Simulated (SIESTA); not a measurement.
**SiRu under changes of volume**

One of the cells (13.049 Å³/atom); the others are scaled copies at fixed shape and fractional positions:

```
Ru Si
1.0
     4.70860    0.00000    0.00000
     0.00000    4.70860    0.00000
     0.00000    0.00000    4.70860
Ru Si
4 4
Direct
  0.12941 0.12941 0.12941
  0.37059 0.87059 0.62941
  0.62941 0.37059 0.87059
  0.87059 0.62941 0.37059
  0.83758 0.83758 0.83758
  0.66242 0.16242 0.33758
  0.33758 0.66242 0.16242
  0.16242 0.33758 0.66242
```

The cell comes from a database or a generator and needn't be the stable form of this composition.

- Program: SIESTA 5.4.2
- Functional: LDA
- Potentials or basis: PseudoDojo 0.4 standard (LDA files)
- Basis: DZP (energy shift 0.003 Ry; two zetas on semicore shells)
- Grid cutoff: 800 Ry
- Energy shift: 0.003 Ry
- k mesh: 4 × 4 × 4
- Occupations: fermi-dirac, width 0.05 eV
- Spin: no spin polarisation

```csv
volume (Å³/atom),energy over the lowest point (meV/atom),pressure (GPa),gap on the mesh (eV),largest force (eV/Å)
12.266,24.27,14.0,0.24,0.541
12.527,7.00,7.4,0.23,0.375
12.788,0.00,1.4,0.23,0.220
13.049,2.22,-3.9,0.22,0.075
13.310,12.68,-8.7,0.22,0.088
13.571,30.47,-13.0,0.21,0.183
13.832,?,?,?,?
```

What does the run at 13.832 Å³/atom give?

Energy over the lowest point 54.80 meV/atom; pressure -16.8 GPa; gap on the mesh 0.21 eV; largest force 0.299 eV/Å.

Worked out: A Birch-Murnaghan fit of order 3 (a polynomial in V^(-2/3)) to the other rows has its minimum at 12.85 Å³/atom with B0 = V·E''(V) = 270 GPa and B' = 4.5 at fixed shape and positions, which overstates the stiffness. It gives 54.86 meV/atom at 13.832 Å³/atom, against the run's 54.80, and -dE/dV = -16.8 GPa, against -16.8. A straight line through the other rows of the gap, of slope -0.268 eV per unit of ln V, extrapolates to 0.21 eV, against the run's 0.21.

Energies are extrapolated to zero smearing.

Caveats: the basis of atomic orbitals isn't converged, which shifts pressures, moduli and gaps.

A mesh can miss the band edges. Spin-orbit coupling on Ru is left out.
